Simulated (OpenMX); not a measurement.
GaAs:

```xyz
2
Lattice="0.0000 2.8268 2.8268 2.8268 0.0000 2.8268 2.8268 2.8268 0.0000" Properties=species:S:1:pos:R:3 pbc="T T T"
As    4.2403    4.2403    4.2403
Ga    0.0000    0.0000    0.0000
```

Base run:

- Program: OpenMX 3.8.5
- Functional: PBE
- Potentials or basis: OpenMX 2013 PBE set, As7.0-s3p2d1, Ga7.0-s2p2d1, grid cutoff 500 Ry
- k mesh: 9 × 9 × 9
- Occupations: fermi-dirac, width 0.05 eV
- Spin: no spin polarisation

Its results: band gap on the k mesh 0.63 eV, direct; pressure 7.0 GPa.

The run is repeated on the same cell with these changes: potentials or basis from OpenMX 2013 PBE set, As7.0-s3p2d1, Ga7.0-s2p2d1, grid cutoff 500 Ry to OpenMX 2013 PBE set, As7.0-s3p2d2, Ga7.0-s3p2d2, grid cutoff 500 Ry. What comes out?

Band gap on the k mesh 0.71 eV, direct; pressure 6.0 GPa.

Caveats: the basis of atomic orbitals isn't converged, which shifts pressures, moduli and gaps.
